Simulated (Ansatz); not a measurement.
# V (Im-3m) in Ansatz: further runs

The runs below take V through single point, Wannier functions, with RPBE+U, r2SCAN+D3(BJ)-ATM+U, r2SCAN+D3(BJ)+ATM+U.

All numbers are computed with Ansatz 0.2.0; they aren't measurements. Logs are shortened: lines on timing, memory, paths and dates and some standing lists are left out, and cuts for length are marked.

## (1) Starting point

Symmetry: Im-3m, No. 229, cubic system. Conventional cell: a = 3.029 Å, b = 3.029 Å, c = 3.029 Å, α = 90.00°, β = 90.00°, γ = 90.00°. V (site symmetry m-3m) has 8 V at 2.62 Å as nearest neighbours.

## (2) Single point, RPBE+U, collinear spin, ferromagnetic start

run.py

```python
import json

import ase.io
import numpy as np
from ase.calculators.calculator import CalculationFailed, Calculator
from ase.stress import full_3x3_to_voigt_6_stress
from ase.units import GPa

import ansatz as az

class AnsatzCalculator(Calculator):
    implemented_properties = ["energy", "free_energy", "forces", "stress", "magmom"]

    def calculate(self, atoms, properties, system_changes):
        super().calculate(atoms, properties, system_changes)
        structure = atoms.copy()
        structure.set_constraint()
        structure.set_momenta(None)
        structure.set_masses(None)
        outcome = (
            az.Crystal.from_ase(structure)
            .calculation()
            .basis(xc_grid=2)
            .kpoints(12, 12, 12)
            .functional("rpbe")
            .pseudopotentials(kind="nc", source="spms")
            .hubbard("V", "d", u_eff=6.0)
            .spin("collinear")
            .scf(tolerance=2e-10)
            .occupations(method="fermi_dirac", width=0.1)
            .forces()
            .stress()
            .run(threads=2)
        )
        if not outcome.report["converged"]:
            raise CalculationFailed("SCF not converged")
        report = outcome.report
        self.results = {
            "free_energy": report["lagrangian_ev"],
            "energy": report["lagrangian_ev"],
            "forces": np.array(report["forces_ev_ang"]),
            "stress": -GPa * full_3x3_to_voigt_6_stress(report["stress_gpa"]),
            "magmom": report["magnetization_mub"],
        }

np.set_printoptions(precision=5, suppress=True, linewidth=110)
atoms = ase.io.read("V.cif")
atoms.info.pop("occupancy", None)
atoms.set_initial_magnetic_moments([2.0])
atoms.calc = AnsatzCalculator()
print(f"free energy {atoms.get_potential_energy():.6f} eV")
print("forces (eV/A)", atoms.get_forces(), sep="\n")
print("stress (GPa, Voigt, tension positive)", atoms.get_stress() / GPa, sep="\n")
print(f"moment {atoms.get_magnetic_moment():.4f} muB")
```

V.cif

```cif
data_V
_cell_length_a 2.62293114
_cell_length_b 2.62293114
_cell_length_c 2.62293114
_cell_angle_alpha 109.47122063
_cell_angle_beta 109.47122063
_cell_angle_gamma 109.47122063
_space_group_name_H-M_alt 'P1'
_space_group_name_Hall 'P 1'
_space_group_IT_number 1
loop_
_space_group_symop_operation_xyz
'x,y,z'
loop_
_atom_site_label
_atom_site_type_symbol
_atom_site_symmetry_multiplicity
_atom_site_Wyckoff_symbol
_atom_site_fract_x
_atom_site_fract_y
_atom_site_fract_z
_atom_site_occupancy
V1 V 1 a 0.0000000000 0.0000000000 0.0000000000 1
```

Potentials or basis: SPMS NC.

The run is started by

```bash
> python run.py
```

Log:

```text
DeckWarning: basis.ecutwfc = 843.5529736256279 eV, auto-derived from the records' recommended cutoffs: set by V (normal level)
DeckWarning: output.stress: scf.convergence.dr2_threshold = 2e-10 eV is looser than the 1e-10 eV advised for a printed stress (1e-10 eV for each atom of the cell: 1). What an SCF threshold leaves in a stress goes as its square root, and in the free energy as the threshold itself, and one threshold admits the most on a small cell: of the crystals measured, under no hybrid functional and no lock of the moments, on runs that ended w [...]
PlacementWarning: RAYON_NUM_THREADS=2 ignored (pool sized by the plan → 2); use plan(threads=…)
free energy -1986.371258 eV
forces (eV/A)
[[-0.  0. -0.]]
stress (GPa, Voigt, tension positive)
[-68.44745 -68.44745 -68.44745   0.       -0.        0.     ]
moment 2.7028 muB
```

engine_input.yaml:

```text
crystal:
  lattice:
    - [2.62293114, 0.0, 0.0]
    - [-0.874310379806179, 2.472923194307675, 0.0]
    - [-0.874310379806179, -1.236461596742681, 2.141614308115589]
  atoms:
    - { symbol: V, position: [0.0, 0.0, 0.0], spin: 2.0 }
basis:
  xc_grid: 2
kpoints:
  mp_grid:
    grid: [12, 12, 12]
hamiltonian:
  xc: rpbe
  pseudopotentials:
    kind: nc
    source: spms
  hubbard:
    - { species: V, l: d, u_eff: 6.0 }
magnetization:
  spin_polarized: true
scf:
  convergence:
    dr2_threshold: 2.0e-10
  occupations:
    method: fermi_dirac
    width: 0.1
output:
  forces: true
  stress: true
```

It took 6.1 s on 2 threads of Arm Neoverse V1, shared host; peak memory 0.43 GiB.

Results:

| Item | Value |
| --- | --- |
| Free energy | -1986.3713 eV |
| Pressure | 68.4 GPa |
| Net moment | 2.70 μB per cell |
| Absolute moment | 2.71 μB per cell |
| Site moments | V +2.34 μB |

Eigenvalues of the final occupation matrices:
| site | spin | trace | eigenvalues |
| --- | --- | --- | --- |
| site 1 | 1 | 3.28 | 0.24 0.24 0.93 0.93 0.93 |
| site 1 | 2 | 0.61 | 0.05 0.05 0.05 0.23 0.23 |

Caveat: the potentials were made for another functional, which shifts forces and pressure; the magnetic or orbital state may not be the lowest; a pressure of tens of GPa on the cell as given is suspect, and the run, the potentials or the cell itself is likely at fault; the pressure holds a Pulay correction of +0.5 GPa for the finite cutoff; the U is typed as a test and isn't derived for this compound; the thresholds are loose for stress.

## (3) Single point, r2SCAN+D3(BJ)-ATM+U, collinear spin, ferromagnetic start, 13.89 Å³/atom

input.yaml

```yaml
crystal:
  lattice:
    - [-1.51435, 1.51435, 1.51435]
    - [1.51435, -1.51435, 1.51435]
    - [1.51435, 1.51435, -1.51435]
  atoms:
    - { symbol: V, position: [0.0, 0.0, 0.0], spin: 2.0 }
hamiltonian:
  xc: r2scan
  pseudopotentials: { kind: paw, partial_waves: polarizable }
  dispersion: d3bjatm
  hubbard:
    sites: [{ species: V, l: d, u_eff: 4.5 }]
    projectors: all-electron-atomic
magnetization:
  spin_polarized: true
kpoints:
  mp_grid: { grid: [12, 12, 12] }
scf:
  occupations: { method: fermi_dirac, width: 0.1 }
output:
  forces: true
  stress: true
  eigenvalues: true
```

Potentials or basis: Ansatz PAW polarizable.

The run is started by

```bash
> ansatz run input.yaml --threads 2 --pin off --max-ram 5120MiB --backend cpu --events-out ev --progress --plain --runs-dir out
```

Log:

```text
Warning: RAYON_NUM_THREADS=2 ignored (pool sized by the plan → 2); use --threads N
V: projections on atomic orbitals take those of the free atom [Ne] 3s2 3p6 3d3 4s2, of charge +0.00 (hamiltonian.pseudopotentials.projection_atoms); the dataset's partial waves leave at most 5.8e-7 of an orbital's norm unspanned inside its sphere
Engine: ansatz 0.2.0, aarch64-unknown-linux-gnu
Pseudopotentials: kind: paw
Pseudopotential: V, paw, valence charge 13, recommended cutoff 500 eV (meta_gga), V.paw.azcp
Functional definition: r2SCAN
  parameter k0 = 0.174
  parameter k1 = 0.065
  parameter a1 = 4.9479
  exchange = r2scan_x(k0 = k0, k1 = k1, a1 = a1)
  correlation = r2scan_c
Crystal: 1 atoms, lattice volume = 13.891 Å³
Basis set: ecut = 500 eV, 369 PW (Γ), exchange–correlation on 80×80×80 points (64 copies of the dense FFT grid, shifted against one another)
Bands: 12, of which v1, the nominal top of the filled ones, is band 7 counted from 1 (6 counted from 0)
Symmetry: 48 space group operations
Space group: Im-3m (ITA 229), of the structure as read, at distance tolerance 2.4e-5 Å
Magnetic group: BNS 229.140 (UNI 1642), of the structure as read, at distance tolerance 2.4e-5 Å
k-points: 72 of 1728
Non-local potential: V, projectors of the file, l = 0: 3, l = 1: 2, l = 2: 3, l = 3: 1
PAW form: soft (Blöchl's): semilocal exchange-correlation on the pseudo side does not see the compensation charge
PAW frozen core: V, regenerated for the run's functional (the file was generated under x = pbe(κ = 0.804, μ = 0.2195149727645171), c = pbe(β = 0.06672455060314922))
PAW one-centre angular grid: V, 590 points (default); XC on 160 Gauss nodes
Initial density: superposition of atomic densities (chi_scale 0.1, normalization cell)
Starting moments: Σ|m| = 2 μB on 1 of 1 site
Initial wavefunctions: pseudopotential atomic-orbital guess
Functional: x = r2scan, c = r2scan; τ floored in thin density (d = 2e-4 eV/Å³)
Partial waves of V: polarizable
SCF iter   1: F=—  HF=-2911.233201 eV  |F-HF|=—  |Δ(HF+E_count)|=         —  Δρ=7.17e-2 (↑7.17e-2 ↓2.61e-2)  dr2=8.50e-1  dr2_τ=1.96e-2  dr2_m=1.62e-1  M=1.999 μB ∫|m|=1.999 μB  β_m=0.30  ethr=3.10e-3  ⟨swp⟩=4.6  Hψ=8415  notcnv=0
preconditioner: auto → none  [metal: Δε(μ)=0.012 eV  Ē_g=9.220 eV  σ=0.100 eV  W_gap=0.03  n_scr=0 (ndim 8)  ℏωp=22.3 eV  f_vac=0.000  D(μ)=1.97/eV (n_scr^D=18)]
SCF iter   2: F=—  HF=-2911.604636 eV  |F-HF|=—  |Δ(HF+E_count)|=   3.71e-1  Δρ=2.29e-2 (↑2.29e-2 ↓2.29e-2)  dr2=1.26e-2  dr2_τ=3.51e-3  dr2_m=5.83e-2  M=2.384 μB ∫|m|=2.384 μB  β_m=1.00  ethr=3.10e-3  ⟨swp⟩=2.5  Hψ=3882  notcnv=0  defer=68  κ⁻¹=1.0e0(r=1)
[... 51 lines left out ...]
SCF iter   3: F=-2912.773447 eV  HF=-2912.773447 eV  |F-HF|=2.35e-9  |Δ(HF+E_count)|=   3.07e-7  Δρ=3.27e-6 (↑3.27e-6 ↓1.97e-6)  dr2=7.85e-10  dr2_τ=5.39e-11  dr2_m=6.39e-10  M=1.646 μB ∫|m|=1.883 μB  ethr=7.69e-10  ⟨swp⟩=1.0  Hψ=60099  notcnv=0
an SCF along what the orbitals of the run's state read of its open shells (or to have them read: on a GPU, or by another smearing), with 46 of the crystal's symmetry operations given up (868 k-points in place of 72), reached no lower state that the run goes on to. This is no proof of a minimum
SCF converged after 2 iterations
Stability not told: the SCF's own minimisation came to no verdict on its close; the lowest value that the minimisation read is 4.4e-2 (residual 1.0e-3): no lower mode is shown, and none is ruled out
Magnetization: 1.6457 μB (7.3229 up, 5.6771 down)
Absolute magnetization: 1.9538 μB (∫|ρ↑−ρ↓|, with the PAW one-centre terms)
Spin contamination: 0.5346 ħ² per cell (⟨S²⟩ above its minimum at these occupations)
Per-site moments (μB) at R_I (Å): [(1.435396147914131, 1.081959095432296)]
Free energy (F): -2912.773447 eV
Harris-Foulkes:  -2912.773447 eV  (|F-HF|=2.59e-10)
Internal energy: -2912.751612 eV  (E = F + TS)
E sigma→0 (E₀):  -2912.762530 eV
Entropy (-TS):   -0.021835 eV (-21.835 meV/atom)
Fermi energy:    16.894439 eV
--- Per-component energies (eV) ---
  E_band       = -161.854249
  E_kinetic    = 338.276654
  E_local      = -924.275569  (includes V_loc(G=0)·N_el)
  E_nonlocal   = -41.268578
  E_hartree    = 424.886284
  E_xc         = -126.778675
  E_vxc        = -184.531985  (∫ρ·V_xc dr)
  E_hubbard    = 3.322589  (on-site DFT+U / exact-exchange correction)
  E_vhub       = -3.658430  (the Hubbard potential's part of the band-sum identity)
  E_paw        = -1124.357359  (= ΣΔE_a)
  E_vpaw       = -208.609695  (= ΣTr[D̂ρ^β])
  E_aug_tail   = 0.000190  (compensation charges beyond the density's cutoff)
  E_vtau       = 12.440339  (kinetic-family band-sum trace: ∫τ·v_τ [+ j·A + Jᵃ·Aᵃ] dr)
  E_ewald      = -1462.049804
  E_disp       = -0.241563  (pairwise vdW)
  E_core_change = -0.265781  (= ΣΔE_core)
  E_smearing   = -0.021835  (= −TS)
  E_closure    = 0.000000  (closes the sum)
  Σ components = -2912.773447   (vs F -2912.773447, Δ=0.00e0)
--- Forces (eV/Å), atoms counted from 1 ---
  atom   1  V      0.00000000     0.00000000    -0.00000000
  max |Σ_I F_I| component: 1.97e-31 eV/Å
--- Stress (GPa, compression-positive) ---
       38.060699      -0.000000       0.000000
       -0.000000      36.420199       0.000156
        0.000000      -0.000156      36.420199
  P = ⅓ Tr σ = 36.9670 GPa (369.670 kbar)
--- Band table (eV; the first three rows and the last of 484) ---
  k-point 0 ↑: bands = ["-50.2683", "-22.5542", "-22.5186", "-22.5186", "8.6193", "13.7078", "13.7078", "13.8200", "20.4888", "20.5869", "36.5047", "36.5047"]
  k-point 1 ↑: bands = ["-50.2565", "-22.6060", "-22.5402", "-22.5317", "8.8972", "13.6226", "13.6957", "14.0015", "20.3959", "20.5268", "36.0526", "36.4881"]
  k-point 2 ↑: bands = ["-50.2324", "-22.7760", "-22.5981", "-22.5347", "9.5955", "13.2799", "13.7272", "14.6472", "20.0785", "20.5196", "34.5501", "36.0612"]
  k-point 241 ↓: bands = ["-48.2857", "-21.4087", "-21.4087", "-21.3701", "12.3442", "12.4844", "23.3722", "23.4450", "23.4450", "27.6965", "27.6965", "27.7072"]
Occupation matrices written to <dir>
```

occupation_matrices:

```text
# The occupation matrices of the corrected shells as a run of Ansatz 0.0.0 ended. An entry of
# hamiltonian.hubbard.sites starts from them by `starting_ns: <path of this file>`, where that key's refused
# combinations let it.
# Free energy -2912.773447 eV.
# projection_atom_V: [Ne] 3s2 3p6 3d3 4s2
[... 21 lines left out ...]
  site0_d_down:
    matrix:
      - [0.595535001318374, 2.0816681711721685e-17, 0.05178324062087246, 0.006996698569556758, -1.3877787807814457e-17]
      - [1.734723475976807e-17, 0.10305475911955865, 9.540979117872439e-18, 0.0, 0.0]
      - [0.05178324062087245, 9.540979117872439e-18, 0.11230500486926381, 0.029897067911971886, 7.806255641895632e-18]
      - [0.006996698569556779, 0.0, 0.0298970679119719, 0.5874559097132296, -1.3877787807814457e-17]
      - [-6.938893903907228e-18, 0.0, 7.806255641895632e-18, -1.0408340855860843e-17, 0.10305475911955865]
```

Wall time 99 s (2 threads of Arm Neoverse V1, shared host); peak memory 1.3 GiB.

The run converged, but a check on its numbers failed (symmetry, net force, bounds or a known fault of this set-up), so they aren't taken as properties of the crystal.

Caveat: the magnetic or orbital state may not be the lowest; the result breaks the symmetry of the cell; a pressure of tens of GPa on the cell as given is suspect, and the run, the potentials or the cell itself is likely at fault; pairwise dispersion overbinds metals, which lowers pressure and volume; the PAW data sets come from PBE, with cores solved anew for the run's functional, which leaves a small shift of forces and pressure; the U is typed as a test and isn't derived for this compound.

(Part 1 of 2 ends here.)
